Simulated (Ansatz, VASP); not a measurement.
## Two plane-wave programs on Si

INCAR

```
PREC     = Accurate       # precision mode
ENCUT    = 600            # plane-wave cutoff, eV
EDIFF    = 1E-6           # SCF threshold, eV
ISMEAR   = -1             # smearing method
SIGMA    = 0.05           # smearing width, eV
LREAL    = F              # projectors in reciprocal space
LASPH    = T              # aspherical terms in the spheres
NELM     = 60             # most SCF steps
ALGO     = Normal         # electronic algorithm
ISIF     = 3              # what is computed and relaxed
LWAVE    = F              # write WAVECAR
LCHARG   = F              # write CHGCAR
GGA      = PE             # functional
IVDW     = 13             # dispersion correction
IBRION   = 2              # ionic algorithm
NSW      = 60             # ionic steps
EDIFFG   = -0.01          # ionic threshold
```

KPOINTS

```
regular mesh
0
Gamma
  8 8 10
```

The input POSCAR:

```
Si
1.0
    4.1209500000      0.0000000000      0.0000000000
   -2.0604700000      3.5688500000      0.0000000000
    0.0000000000      0.0000000000      2.6547900000
Si
2
Direct
    0.3333300000      0.6666700000      0.5000000000
    0.6666700000      0.3333300000      0.5000000000
```

The input input.yaml:

```yaml
crystal:
  lattice:
    - [4.12095, 0.0, 0.0]
    - [-2.06047, 3.56885, 0.0]
    - [0.0, 0.0, 2.65479]
  atoms:
    - { symbol: Si, position: [0.33333, 0.66667, 0.5] }
    - { symbol: Si, position: [0.66667, 0.33333, 0.5] }
hamiltonian:
  xc: pbe
  pseudopotentials: { kind: paw }
  dispersion: d4
kpoints:
  mp_grid: { grid: [8, 8, 10] }
scf:
  occupations: { method: fermi_dirac, width: 0.05 }
output:
  forces: true
  stress: true
  eigenvalues: true
  write_density: true
  write_potential: true
  elf: true
  volumetric_format: npy
relax:
  f_tol: 0.01
  max_steps: 40
  cell: { stress_tol: 0.05 }
```

The cell was built by a generator and needn't be a form met in nature.

Alike in both runs: task relaxation of cell and atoms; functional PBE; dispersion D4; k mesh 8 × 8 × 10; occupations fermi-dirac, width 0.05 eV; no spin polarisation.

|  | VASP | Ansatz |
| --- | --- | --- |
| version | VASP 6.6.1 | Ansatz 0.2.0 |
| potentials or method | VASP PAW PBE potentials, release 64 (Si) | Ansatz PAW |
| plane-wave cutoff (eV) | 600 | 420 |
| valence electrons in the cell | 8 | 8 |

```csv
,VASP,Ansatz,Ansatz less VASP
"gap on the k mesh at the Fermi level, each at its own relaxed structure (eV)",none,none,-
relaxed volume (Å³/atom),18.89,18.89,+0.003
relaxed cell length with the largest relative difference (Å),4.080,4.080,+0.0005
energy change over the relaxation (meV/atom),-6,-6,+0.2
```

A gap of «none» marks a metal or a gap that the smearing closes.

Caveats: pairwise dispersion overbinds metals, which lowers pressure and volume; the plane-wave basis is chosen anew once the cell has moved, so the energies of steps on either side of that aren't comparable (Ansatz).
